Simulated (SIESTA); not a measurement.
The system is Al.

```xyz
1
Lattice="-1.5912 1.5912 1.5912 1.5912 -1.5912 1.5912 1.5912 1.5912 -1.5912" Properties=species:S:1:pos:R:3 pbc="T T T"
Al    0.0000    0.0000    0.0000
```

This isn't the form of Al at room conditions, which is fcc.

* Program: SIESTA 5.4.2
* Task: relaxation of cell and atoms
* Functional: vdW-DF
* Potentials or basis: PseudoDojo 0.4 standard (PBE files)
* Basis: DZP (energy shift 0.003 Ry)
* Grid cutoff: 500 Ry
* Energy shift: 0.003 Ry
* k mesh: 12 × 12 × 12
* Occupations: fermi-dirac, width 0.05 eV
* Spin: no spin polarisation

At the start: pressure 7.6 GPa; volume 16.12 Å³/atom.

Question: How do energy, volume and symmetry change on relaxing?

Answer: Over 4 steps the energy falls by 37.0 meV/atom and the volume is 17.85 Å³/atom (+10.8 %); space group Im-3m (No. 229, to 0.05 Å).

Step by step:
| step | energy change (eV) | largest force (eV/Å) | pressure (GPa) | volume (Å³) |
| --- | --- | --- | --- | --- |
| 1 | 0.0000 | 0.0000 | 7.63 | 16.12 |
| 2 | -0.0014 | 0.0000 | 7.46 | 16.15 |
| 3 | -0.0365 | 0.0000 | 0.83 | 17.61 |
| 4 | -0.0370 | 0.0000 | 0.05 | 17.85 |

Final structure:
```
CELL_PARAMETERS angstrom
-1.64635 1.64635 1.64635
1.64635 -1.64635 1.64635
1.64635 1.64635 -1.64635
ATOMIC_POSITIONS crystal
Al 0.00000 0.00000 0.00000
```

Caveat: the potentials were made for another functional, which shifts forces and pressure; the basis of atomic orbitals isn't converged, which shifts pressures, moduli and gaps.
